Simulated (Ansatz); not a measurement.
# Ga7P8: the cost of one run

Computed with Ansatz 0.2.0 (DFT PBE, scalar-relativistic, plane waves, PAW, unless a step's input says otherwise).

3 further runs of the same task are left out: 3 set aside as unsound or not needed.

## 1. The system as given

The structure is trigonal, space group R3m (No. 160). The conventional cell has a = 7.769 Å, b = 7.769 Å, c = 19.305 Å, α = 90.00°, β = 90.00°, γ = 120.00°. Ga (site symmetry m) is surrounded by 3 P at 2.40 Å and 1 Ga at 2.49 Å. Around Ga (site symmetry 3m) lie 3 P at 2.40 Å. P (site symmetry 3m) is surrounded by 1 P at 2.22 Å and 3 Ga at 2.40 Å. P (site symmetry m) is surrounded by 1 P at 2.22 Å and 2 Ga at 2.40 Å. P (site symmetry m) has 1 P at 2.22 Å and 3 Ga at 2.40 Å as nearest neighbours.

As a file:

```xyz
15
Lattice="3.8846 6.7283 0.0000 7.7691 0.0000 0.0000 3.8846 2.2428 -6.4350" Properties=species:S:1:pos:R:3 pbc="T T T"
Ga   11.6537    4.4855   -4.4611
Ga    9.7114    7.8496   -4.4611
Ga   13.5960    7.8496   -4.4611
Ga    7.7691    4.4855   -1.9740
Ga    3.8846    4.4855   -1.9740
Ga    5.8268    1.1214   -1.9740
Ga    1.9423    1.1214   -1.9740
P     3.8846    2.2428   -5.3249
P     7.7691    2.2428   -5.3249
P     5.8268    5.6069   -5.3249
P     9.7114    5.6069   -5.3249
P    11.6537    6.7283   -1.1101
P     7.7691    6.7283   -1.1101
P     9.7114    3.3641   -1.1101
P     5.8268    3.3641   -1.1101
```

It goes back to an entry of the Materials Project, which need not be the stable form.

It is built from the cell relaxed beforehand with the same method (21.02 Å³/atom).

## 2. Setting up the jump

The supercell lacks one Ga atom, at fractional position (0.436, 0.436, 0.693), and holds 15 atoms. Atom 4 (Ga), 2.49 Å away, is to jump into the empty site. The cell is fixed.

## 3. Relaxing around the vacancy

File input.yaml:

```yaml
crystal:
  lattice:
    - [3.8845647871, 6.7282635766, 0.0]
    - [7.7691295743, 0.0, 0.0]
    - [3.8845647871, 2.2427545255, -6.435046094]
  atoms:
    - { symbol: Ga, position: [0.4355849402, 0.9355849402, 0.6932451794] }
    - { symbol: Ga, position: [0.9355849402, 0.4355849402, 0.6932451794] }
    - { symbol: Ga, position: [0.9355849402, 0.9355849402, 0.6932451794] }
    - { symbol: Ga, position: [0.5644150598, 0.5644150598, 0.3067548206] }
    - { symbol: Ga, position: [0.5644150598, 0.0644150598, 0.3067548206] }
    - { symbol: Ga, position: [0.0644150598, 0.5644150598, 0.3067548206] }
    - { symbol: Ga, position: [0.0644150598, 0.0644150598, 0.3067548206] }
    - { symbol: P, position: [0.0575054016, 0.0575054016, 0.8274837953] }
    - { symbol: P, position: [0.0575054016, 0.5575054016, 0.8274837953] }
    - { symbol: P, position: [0.5575054016, 0.0575054016, 0.8274837953] }
    - { symbol: P, position: [0.5575054016, 0.5575054016, 0.8274837953] }
    - { symbol: P, position: [0.9424945984, 0.9424945984, 0.1725162047] }
    - { symbol: P, position: [0.9424945984, 0.4424945984, 0.1725162047] }
    - { symbol: P, position: [0.4424945984, 0.9424945984, 0.1725162047] }
    - { symbol: P, position: [0.4424945984, 0.4424945984, 0.1725162047] }
basis:
  ecutwfc: 420
kpoints:
  mp_grid: { grid: [6, 6, 4] }
hamiltonian:
  xc: pbe
scf:
  occupations: { method: gaussian, width: 0.05 }
output:
  forces: true
  stress: true
  eigenvalues: true
  write_density: true
  write_potential: true
  elf: true
  volumetric_format: npy
relax:
  adjacent_minimum: "off"
  f_tol: 0.02
  max_steps: 50
```

Launch:

```console
ansatz run input.yaml --threads 4 --pin off --max-ram 9216MiB --backend cpu --events-out ev --progress --plain --runs-dir out
```

Q: Estimate wall time and peak memory on 4 threads of Arm Neoverse V1, shared host.

About 5.9 min, with a peak of 1.4 GiB.
